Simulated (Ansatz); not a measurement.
## LDA, PBE, PBEsol and r²SCAN on MnSb

```
Mn Sb
1.0
     0.00000    2.78582    2.78582
     2.78582    0.00000    2.78582
     2.78582    2.78582    0.00000
Mn Sb
1 1
Direct
  0.00000 0.00000 0.00000
  0.50000 0.50000 0.50000
```

Atoms are numbered in the order listed.

The structure comes from a relaxation in the same program, started in the rocksalt type, and has space group Fm-3m. Whether it is a known phase or the ground state wasn't checked.

Other magnetic orders may lie lower; this is the state that the run reached.

Spin–orbit coupling is left out, though it moves levels of the heavy atoms by tenths of an eV or more.

One fixed cell is solved with several functionals by PAW (frozen-core files) in Ansatz 0.2.0, scalar-relativistically. A positive pressure means that the functional wants a larger cell.

The PAW files were made with PBE; their cores are remade for each functional.

Sampling and basis: a Γ-centred 11×11×11 k mesh, Fermi–Dirac smearing of 0.03 eV, cutoff 420 eV, spin-polarised from start moments Mn1 4 μB.

Cutoffs: PBE 420 eV, LDA 420 eV, PBEsol 420 eV, r²SCAN 500 eV.

One of the runs gave P (GPa) = 0.04, spin moment on Mn1 (μB) = 3.76, lowest spin-up level at Γ above −25 eV, from the valence-band top or, without a gap, the Fermi level (eV) = -11.63. Which setting was it?
A. PBEsol
B. LDA
C. PBE
D. r²SCAN

C. The full set:
```csv
setting,P (GPa),spin moment on Mn1 (μB),"lowest spin-up level at Γ above −25 eV, from the valence-band top or, without a gap, the Fermi level (eV)"
PBE,0.04,3.76,-11.63
LDA,-6.98,3.66,-11.60
PBEsol,-3.81,3.74,-11.64
r²SCAN,2.44,4.09,-12.03
```
